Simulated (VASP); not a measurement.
# CdSe (P6_3mc) in VASP: settings compared, part 2 of 2

VASP 6.6.1. The steps go on from the part before.

## (4) Relaxation of cell and atoms, PBE

This run uses another cell than the first one, of 28.10 Å³/atom.

INCAR reads:

```
SYSTEM = CdSe
PREC = Accurate
ENCUT = 600
EDIFF = 1E-7
ISMEAR = -1
SIGMA = 0.05
LREAL = .FALSE.
LASPH = .TRUE.
NELM = 60
ALGO = Normal
ISIF = 3
LWAVE = .FALSE.
LCHARG = .FALSE.
GGA = PE
IBRION = 2
NSW = 60
EDIFFG = -0.01
```

KPOINTS reads:

```
Automatic mesh
0
G
  7 7 4
  0 0 0
```

POSCAR reads:

```
CdSe
1.0
    4.3000000000      0.0000000000      0.0000000000
   -2.1500000000      3.7239092363      0.0000000000
    0.0000000000      0.0000000000      7.0200000000
Cd Se
2 2
Direct
    0.6666666667      0.3333333333      0.5000000000
    0.3333333333      0.6666666667      0.0000000000
    0.6666666667      0.3333333333      0.8850000000
    0.3333333333      0.6666666667      0.3850000000
```

Potentials or basis: VASP PAW PBE potentials, release 64 (Cd, Se).

Started as:

```sh
$ cat potpaw_PBE.64/Cd/POTCAR potpaw_PBE.64/Se/POTCAR > POTCAR
$ mpirun -np 1 vasp_std > vasp.out
```

OUTCAR:

```text
SYSTEM = CdSe
   PREC = Accurate
   ENCUT = 600
   EDIFF = 1E-7
   ISMEAR = -1
   LREAL = .FALSE.
   LASPH = .TRUE.
   NELM = 60
   ISIF = 3
   GGA = PE
   IBRION = 2
   NSW = 60
   EDIFFG = -0.01

 ion  position               nearest neighbor table
   1  0.667  0.333  0.500-   4 2.61   4 2.61   4 2.61   3 2.70
   2  0.333  0.667  0.000-   3 2.61   3 2.61   3 2.61   4 2.70
   3  0.667  0.333  0.885-   2 2.61   2 2.61   2 2.61   1 2.70
   4  0.333  0.667  0.385-   1 2.61   1 2.61   1 2.61   2 2.70

  LATTYP: Found a hexagonal cell.
 ALAT       =     4.3000000000
 C/A-ratio  =     1.6325581395

  Lattice vectors:

 A1 = (   4.3000000000,   0.0000000000,   0.0000000000)
 A2 = (  -2.1500000000,   3.7239092363,   0.0000000000)
 A3 = (   0.0000000000,   0.0000000000,   7.0200000000)

Analysis of symmetry for initial positions (statically):
=====================================================================
 Subroutine PRICEL returns:
 Original cell was already a primitive cell.

 Routine SETGRP: Setting up the symmetry group for a
 hexagonal supercell.

 Subroutine GETGRP returns: Found 12 space group operations
 (whereof  6 operations were pure point group operations)
[... 158 lines left out ...]
   NGX = 17   NGY = 17   NGZ = 29

--------------------------------------- Ionic step        1  -------------------------------------------

 number of electron      35.9999991 magnetization

 Free energy of the ion-electron system (eV)
  ---------------------------------------------------
  ext. energy  EPLUGINS =         0.00000000
  ---------------------------------------------------
  free energy    TOTEN  =       -10.90372203 eV

  energy without entropy =      -10.90370708  energy(sigma->0) =      -10.90371456

------------------------ aborting loop because EDIFF is reached ----------------------------------------

  FORCE on cell =-STRESS in cart. coord.  units (eV):
  Direction    XX          YY          ZZ          XY          YZ          ZX
  --------------------------------------------------------------------------------------
  -------------------------------------------------------------------------------------
  Total        2.8052262      2.8052262      1.3267908      0.0000000      0.0000000     -0.0000000
  in kB       39.9828563     39.9828563     18.9107340      0.0000000      0.0000000     -0.0000000
  external PRESSURE =      32.9588156 kB  Pullay stress =       0.0000000 kB
[... 291 lines left out ...]
--------------------------------------- Ionic step        9  -------------------------------------------

 number of electron      36.0000011 magnetization

 Free energy of the ion-electron system (eV)
  ---------------------------------------------------
  ext. energy  EPLUGINS =         0.00000000
  ---------------------------------------------------
  free energy    TOTEN  =       -10.99151665 eV

  energy without entropy =      -10.99144987  energy(sigma->0) =      -10.99148326

 E-fermi :   0.7708     XC(G=0):  -8.6004

 val. band max:        0.4747103365   @ k =   0.0000   0.0000   0.0000
 cond. band min:       1.0023792448   @ k =   0.0000   0.0000   0.0000
 fundamental gap:      0.5276689083
 Fermi energy:         0.7708098072

 k-point     1 :       0.0000    0.0000    0.0000
  band No.  band energies     occupation
      1     -11.7974      2.00000
      2     -11.4731      2.00000
      3      -7.2682      2.00000
      4      -7.2628      2.00000
      5      -7.2628      2.00000
      6      -7.2061      2.00000
[... 620 lines left out ...]
  FREE ENERGIE OF THE ION-ELECTRON SYSTEM (eV)
  ---------------------------------------------------
  free  energy   TOTEN  =       -10.9915166536 eV

  energy  without entropy=      -10.9914498732  energy(sigma->0) =      -10.99148326

 reached required accuracy - stopping structural energy minimisation
```

OSZICAR:

```text
N       E                     dE             d eps       ncg     rms          rms(c)
DAV:   1     0.264781759159E+03    0.26478E+03   -0.18765E+04  1056   0.165E+03
DAV:   2     0.348645624595E+01   -0.26130E+03   -0.25536E+03  1164   0.368E+02
DAV:   3    -0.115093557480E+02   -0.14996E+02   -0.14935E+02  1254   0.865E+01
DAV:   4    -0.116555425774E+02   -0.14619E+00   -0.14612E+00  1164   0.834E+00
[... 89 lines left out ...]
DAV:   3    -0.109915523596E+02    0.14773E-03   -0.41052E-04  1140   0.172E-01    0.852E-02
DAV:   4    -0.109915196137E+02    0.32746E-04   -0.42421E-05  1104   0.401E-02    0.111E-02
DAV:   5    -0.109915169579E+02    0.26557E-05   -0.96844E-06  1218   0.356E-02    0.578E-03
DAV:   6    -0.109915166373E+02    0.32064E-06   -0.11266E-06  1122   0.963E-03    0.173E-03
DAV:   7    -0.109915166536E+02   -0.16338E-07   -0.28680E-08   636   0.162E-03
   9 F= -.10991517E+02 E0= -.10991483E+02  d E =-.421446E-04
```

CONTCAR:

```text
CdSe
   1.00000000000000
     4.3910954777845985    0.0000000000000000   -0.0000000000000000
    -2.1955477388922993    3.8028002342330214    0.0000000000000000
     0.0000000000000000    0.0000000000000000    7.1690169531943999
  Cd              Se
     2     2
Direct
     0.6666666667000030    0.3333333332999970    0.5046519658156264
     0.3333333332999970    0.6666666667000030    0.0046519658156264
     0.6666666667000030    0.3333333332999970    0.8803480341843716
     0.3333333332999970    0.6666666667000030    0.3803480341843716

  0.00000000E+00  0.00000000E+00  0.00000000E+00
  0.00000000E+00  0.00000000E+00  0.00000000E+00
  0.00000000E+00  0.00000000E+00  0.00000000E+00
  0.00000000E+00  0.00000000E+00  0.00000000E+00
```

Wall time 3.4 min (1 thread of Intel Xeon 6975P-C (Granite Rapids), shared host); peak memory 0.3 GiB.

Results:

| Property | Result |
| --- | --- |
| Free energy | -10.9915 eV |
| Relaxed volume | 29.93 Å³/atom |
| Relaxed cell | a = 4.391 Å, b = 4.391 Å, c = 7.169 Å, α = 90.00°, β = 90.00°, γ = 120.00° |
| Space group after relaxing (to 0.1 Å) | P6_3mc (No. 186) |
| Energy gained by relaxing | 21.9 meV/atom |
| Ionic steps | 9 |
| Pressure after relaxing | 0.0 GPa |
| Band gap on the k mesh | 0.53 eV |

Step by step:
```csv
step,energy change (eV),largest force (eV/Å),pressure (GPa),volume (Å³)
1,0.0000,0.2912,3.30,112.41
2,-0.0773,0.0483,-0.87,122.07
3,-0.0836,0.0924,-0.07,119.80
4,-0.0836,0.0892,-0.13,119.95
5,-0.0850,0.0562,-0.06,119.77
6,-0.0858,0.0075,0.03,119.52
7,-0.0870,0.0091,0.04,119.50
8,-0.0878,0.0116,0.06,119.45
9,-0.0878,0.0002,-0.04,119.71
```

Final structure:
```
Cd Se
1.0
     4.39110    0.00000    0.00000
    -2.19555    3.80280    0.00000
     0.00000    0.00000    7.16902
Cd Se
2 2
Direct
  0.66667 0.33333 0.50465
  0.33333 0.66667 0.00465
  0.66667 0.33333 0.88035
  0.33333 0.66667 0.38035
```

Caveat: semilocal functionals underestimate gaps, and a narrow one can read as zero. PBE usually gives volumes a little too large and moduli too small.

## (5) Relaxation of cell and atoms, BLYP+D3(BJ)

This run uses another cell than the first one, of 28.10 Å³/atom.

INCAR reads:

```
SYSTEM = CdSe
  PREC = Accurate
  ENCUT = 600
  EDIFF = 1E-7
  ISMEAR = -1
  SIGMA = 0.05
  LREAL = .False.
  LASPH = .True.
  NELM = 100
  ALGO = Normal
  ISIF = 3
  LWAVE = .False.
  LCHARG = .False.
  GGA = B5
  ALDAX = 1.0
  AGGAX = 1.0
  AGGAC = 1.0
  ALDAC = 0.0
  IVDW = 12
  VDW_S6 = 1.0
  VDW_S8 = 2.6996
  VDW_A1 = 0.4298
  VDW_A2 = 4.2359
  IBRION = 2
  NSW = 60
  EDIFFG = -0.01
```

KPOINTS reads:

```
regular mesh
0
Gamma
  7 7 4
  0 0 0
```

POSCAR is that of step 4.

Potentials or basis: VASP PAW PBE potentials, release 64 (Cd, Se).

Started as:

```sh
$ cat potpaw_PBE.64/Cd/POTCAR potpaw_PBE.64/Se/POTCAR > POTCAR
$ mpirun -np 1 vasp_std > vasp.out
```

OUTCAR:

```text
SYSTEM = CdSe
   PREC = Accurate
   ENCUT = 600
   EDIFF = 1E-7
   ISMEAR = -1
   LREAL = .False.
   LASPH = .True.
   NELM = 100
   ISIF = 3
   GGA = B5
   IVDW = 12
   IBRION = 2
   NSW = 60
   EDIFFG = -0.01
 IVDW          = 12

 ion  position               nearest neighbor table
   1  0.667  0.333  0.500-   4 2.61   4 2.61   4 2.61   3 2.70
   2  0.333  0.667  0.000-   3 2.61   3 2.61   3 2.61   4 2.70
   3  0.667  0.333  0.885-   2 2.61   2 2.61   2 2.61   1 2.70
   4  0.333  0.667  0.385-   1 2.61   1 2.61   1 2.61   2 2.70

  LATTYP: Found a hexagonal cell.
 ALAT       =     4.3000000000
 C/A-ratio  =     1.6325581395

  Lattice vectors:

 A1 = (   4.3000000000,   0.0000000000,   0.0000000000)
 A2 = (  -2.1500000000,   3.7239092363,   0.0000000000)
 A3 = (   0.0000000000,   0.0000000000,   7.0200000000)

Analysis of symmetry for initial positions (statically):
[... 301 lines left out ...]
  energy  without entropy=      -11.7196637654  energy(sigma->0) =      -11.71968740

[... ionic steps 4 to 7 ...]

--------------------------------------- Ionic step        8  -------------------------------------------

 number of electron      35.9999994 magnetization

------------------------ aborting loop because EDIFF is reached ----------------------------------------
[... 79 lines left out ...]
--------------------------------------- Ionic step       10  -------------------------------------------

 number of electron      36.0000004 magnetization

 Free energy of the ion-electron system (eV)
  ---------------------------------------------------
  ext. energy  EPLUGINS =         0.00000000
  ---------------------------------------------------
  free energy    TOTEN  =        -8.95643603 eV

  energy without entropy =       -8.95638445  energy(sigma->0) =       -8.95641024

 E-fermi :   1.4534     XC(G=0):  -8.2868

 val. band max:        1.1491983778   @ k =   0.0000   0.0000   0.0000
 cond. band min:       1.6995028293   @ k =   0.0000   0.0000   0.0000
 fundamental gap:      0.5503044514
 Fermi energy:         1.4534348888

 k-point     1 :       0.0000    0.0000    0.0000
  band No.  band energies     occupation
      1     -11.3433      2.00000
      2     -10.9982      2.00000
      3      -6.7685      2.00000
      4      -6.7560      2.00000
      5      -6.7560      2.00000
      6      -6.6922      2.00000
[... 624 lines left out ...]
  FREE ENERGIE OF THE ION-ELECTRON SYSTEM (eV)
  ---------------------------------------------------
  free  energy   TOTEN  =       -11.7253135570 eV

  energy  without entropy=      -11.7252619776  energy(sigma->0) =      -11.72528777

 reached required accuracy - stopping structural energy minimisation
```

OSZICAR:

```text
N       E                     dE             d eps       ncg     rms          rms(c)
DAV:   1     0.269817111104E+03    0.26982E+03   -0.18799E+04  1056   0.165E+03
DAV:   2     0.574107365235E+01   -0.26408E+03   -0.25798E+03  1164   0.369E+02
DAV:   3    -0.962437667045E+01   -0.15365E+02   -0.15300E+02  1254   0.872E+01
DAV:   4    -0.978003608671E+01   -0.15566E+00   -0.15559E+00  1170   0.865E+00
[... 97 lines left out ...]
DAV:   3    -0.895649217904E+01    0.24500E-03   -0.69323E-04  1170   0.225E-01    0.106E-01
DAV:   4    -0.895644027805E+01    0.51901E-04   -0.76310E-05  1134   0.590E-02    0.145E-02
DAV:   5    -0.895643642749E+01    0.38506E-05   -0.18741E-05  1206   0.517E-02    0.853E-03
DAV:   6    -0.895643604277E+01    0.38472E-06   -0.19447E-06  1146   0.122E-02    0.296E-03
DAV:   7    -0.895643602723E+01    0.15540E-07   -0.14965E-07   582   0.470E-03
  10 F= -.11725314E+02 E0= -.11725288E+02  d E =-.356803E-03
```

Wall time 6.4 min (1 thread of Intel Xeon 6975P-C (Granite Rapids), shared host); peak memory 0.31 GiB.

Results:

```
Free energy                           : -11.7253 eV
Relaxed volume                        : 28.85 Å³/atom
Relaxed cell                          : a = 4.330 Å, b = 4.330 Å, c = 7.105 Å, α = 90.00°, β = 90.00°, γ = 120.00°
Space group after relaxing (to 0.1 Å) : P6_3mc (No. 186)
Energy gained by relaxing             : 9.0 meV/atom
Ionic steps                           : 10
Pressure after relaxing               : 0.0 GPa
Largest force after relaxing          : 0.006 eV/Å
Band gap on the k mesh                : 0.55 eV
Dispersion energy per atom            : -0.692 eV
```

Forces in eV/Å, atoms in the order of the input:
```
Cd   0.000  0.000 -0.006
Cd   0.000  0.000 -0.006
Se   0.000  0.000  0.006
Se   0.000  0.000  0.006
```

The path:
| step | energy change (eV) | largest force (eV/Å) | pressure (GPa) | volume (Å³) |
| --- | --- | --- | --- | --- |
| 1 | 0.0000 | 0.3193 | 1.50 | 112.41 |
| 2 | -0.0284 | 0.0303 | -0.54 | 116.74 |
| 3 | -0.0305 | 0.0892 | -0.16 | 115.82 |
| 4 | -0.0320 | 0.0537 | -0.02 | 115.47 |
| 5 | -0.0327 | 0.0032 | 0.21 | 114.96 |
| 6 | -0.0335 | 0.0068 | 0.20 | 114.98 |
| 7 | -0.0352 | 0.0187 | 0.17 | 115.02 |
| 8 | -0.0349 | 0.0474 | 0.11 | 115.10 |
| 9 | -0.0357 | 0.0315 | 0.15 | 115.06 |
| 10 | -0.0361 | 0.0056 | 0.01 | 115.38 |

Final structure:
```xyz
4
Lattice="4.3304 0.0000 0.0000 -2.1652 3.7503 0.0000 0.0000 0.0000 7.1045" Properties=species:S:1:pos:R:3 pbc="T T T"
Cd    2.1652    1.2501    3.5914
Cd    0.0000    2.5002    0.0391
Se    2.1652    1.2501    6.2484
Se    0.0000    2.5002    2.6961
```

Levels at points of the mesh, in eV from the valence-band top:
```tsv
k point	band 14	band 15	band 16	band 17	band 18	band 19	band 20	band 21	band 22
(0.00, 0.00, 0.00)	-0.72	-0.72	-0.07	0.00	0.00	0.55	2.19	5.87	5.87
(0.00, 0.00, 0.50)	-2.64	-0.38	-0.38	-0.38	-0.38	2.29	2.29	5.84	5.84
```

Caveat: semilocal functionals underestimate gaps, and a narrow one can read as zero; the PAW data sets were made with another functional, which shifts forces and pressure a little.

## (6) The runs side by side

| task | level | cell | cutoff (eV) | gap on the mesh (eV) | pressure (GPa) | relaxed volume (Å³/atom) |
| --- | --- | --- | --- | --- | --- | --- |
| single point | BLYP+D4 | a = 4.343, b = 4.343, c = 7.119 Å, angles 90.0, 90.0, 120.0°, 4 atoms, atomic positions A | 520 | 0.53 | 0.4 | - |
| single point | PBE | a = 4.383, b = 4.383, c = 7.155 Å, angles 90.0, 90.0, 120.0°, 4 atoms, atomic positions B | 520 | 0.54 | 0.2 | - |
| relaxation of cell and atoms | PBE | relaxed from a = 4.300, b = 4.300, c = 7.020 Å, angles 90.0, 90.0, 120.0°, 4 atoms, atomic positions C | 600 | 0.53 | 0.0 | 29.93 |
| relaxation of cell and atoms | BLYP+D3(BJ) | relaxed from a = 4.300, b = 4.300, c = 7.020 Å, angles 90.0, 90.0, 120.0°, 4 atoms, atomic positions C | 600 | 0.55 | 0.0 | 28.85 |

Alike in all rows: potentials or basis VASP PAW PBE potentials, release 64 (Cd, Se); no spin polarisation; k mesh 7 × 7 × 4; smearing fermi-dirac 0.05 eV.

Caveats: semilocal functionals underestimate gaps, and a narrow one can read as zero; the PAW data sets were made with another functional, which shifts forces and pressure a little (at least some runs).

Absolute energies hang on the potentials; compare differences alone.

## (7) How close it comes

Step 2. A measured gap of CdSe is 1.841 eV (2 K; a printed reference work, data compilation); the calculated 0.53 eV misses it by -1.31 eV. So large a miss can be the level of theory's own, or it may mean another phase, state or a wrong row. Spin-orbit coupling on Cd, Se is left out. The value is that of BLYP+D4, without temperature or zero-point motion. Semilocal functionals fall short of measured gaps as a rule.

Step 3. Measured gap of CdSe: 1.841 eV (2 K; a printed reference work, data compilation). This calculation gives 0.54 eV (-1.30 eV). So large a miss can be the level of theory's own, or it may mean another phase, state or a wrong row. Spin-orbit coupling on Cd, Se is left out. The value is that of PBE, without temperature or zero-point motion. Semilocal functionals fall short of measured gaps as a rule.
